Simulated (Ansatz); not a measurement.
**rocksalt-structured HfN**

The computed numbers are results of PBE with spin–orbit coupling (two-component spinors) in the plane-wave PAW code Ansatz at 420 eV, Γ-centred 12×12×12 mesh, 0.05 eV Gaussian smearing. The datasets are Ansatz's generated set soft_2.

```xyz
2
Lattice="0.0000 2.2726 2.2726 2.2726 0.0000 2.2726 2.2726 2.2726 0.0000" Properties=species:S:1:pos:R:3 pbc="T T T"
Hf    2.2726    2.2726    2.2726
N     0.0000    0.0000    0.0000
```

The start was a prototype's sites filled with these elements; the Crystallography Open Database holds the compound in this structure.

The run above is the reference. The same cell was run again with other input settings; several of them aren't fit for production, so the rows show the settings' effect and aren't properties of the material.

| keys changed | outcome | ΔE (meV/atom) | P (GPa) | gap on the mesh (eV) | cell moment (μB) | largest force component (eV/Å) | SCF iterations | rough core-seconds | new warnings |
| --- | --- | --- | --- | --- | --- | --- | --- | --- | --- |
| none (reference) | converged | 0.0 | 0.0 | metal | 0.00 (no moment typed) | 0.000 | – | – | – |
| hamiltonian.xc: "pbe" → "r2scan"; scf.lower_state_search: "standard"; scf.initial_density.chi_scale: 0.1 | converged | – | -4.0 | metal | 0.00 (no moment typed) | 0.000 | 10 | 40 | cutoff below recommended |
| scf.occupations.width: 0.05 → 0.3; hamiltonian.hubbard: {"sites": [{"species": "Hf", "l": "d", "u_eff": 1.0}], "double_counting": "fll"} | converged | – | 1.5 | metal | 0.00 (no moment typed) | 0.000 | 8 | 24 | filled band counts differ across k points |
| hamiltonian.dispersion: "d4"; basis.ecutwfc: 420 → "350 eV" | converged | – | -4.7 | metal | 0.00 (no moment typed) | 0.000 | 8 | 9 | cutoff below recommended |
| scf.occupations.method: "gaussian" → "cold"; scf.occupations.width: 0.05 → 0.2 | converged | -0.2 | 0.0 | metal | 0.00 (no moment typed) | 0.000 | 7 | 17 | – |
| scf.occupations.method: "gaussian" → "methfessel_paxton"; scf.occupations.width: 0.05 → 0.15; basis.xc_grid: 1 | converged | -0.1 | 0.0 | metal | 0.00 (no moment typed) | 0.000 | 8 | 11 | – |
| scf.convergence.dr2_threshold: 1e-09 | converged | 0.0 | 0.0 | metal | 0.00 (no moment typed) | 0.000 | 10 | 20 | stress scf threshold loose |

ΔE is the energy with the smearing extrapolated to zero. It is left out where the change alters the Hamiltonian or the spin treatment. The varied runs start from atomic densities (corrected by the program's trained start where that serves), with the default search for lower states unless a row changes it.

Problem. What happens with these changes: scf.eigensolver.kind: "davidson"; basis.precision: "f64"; basis.ecutwfc: 420 → "25.7 Ry"; hamiltonian.hubbard: {"sites": [{"species": "Hf", "l": "d", "u_eff": 6.0}], "double_counting": "amf"}?

Solution. outcome converged, P (GPa) 0.2, gap on the mesh (eV) metal, cell moment (μB) 0.00 (no moment typed), largest force component (eV/Å) 0.000, SCF iterations 8, rough core-seconds 26, new warnings cutoff below recommended; filled band counts differ across k points.

Problem. What happens with these changes: kpoints.mp_grid.grid: [12, 12, 12] → [15, 15, 15]; basis.ecutwfc: 420 → "700 eV"?

Solution. outcome converged, ΔE (meV/atom) 0.2, P (GPa) 0.0, gap on the mesh (eV) metal, cell moment (μB) 0.00 (no moment typed), largest force component (eV/Å) 0.000, SCF iterations 8, rough core-seconds 29.

The pair part of a dispersion correction pulls inward (a three-body part mostly pushes out), and in metals and ionic crystals with large ions it often overbinds.

1 further run (cut off, refused for memory, with changed atoms or starts, or in doubt) is left out.
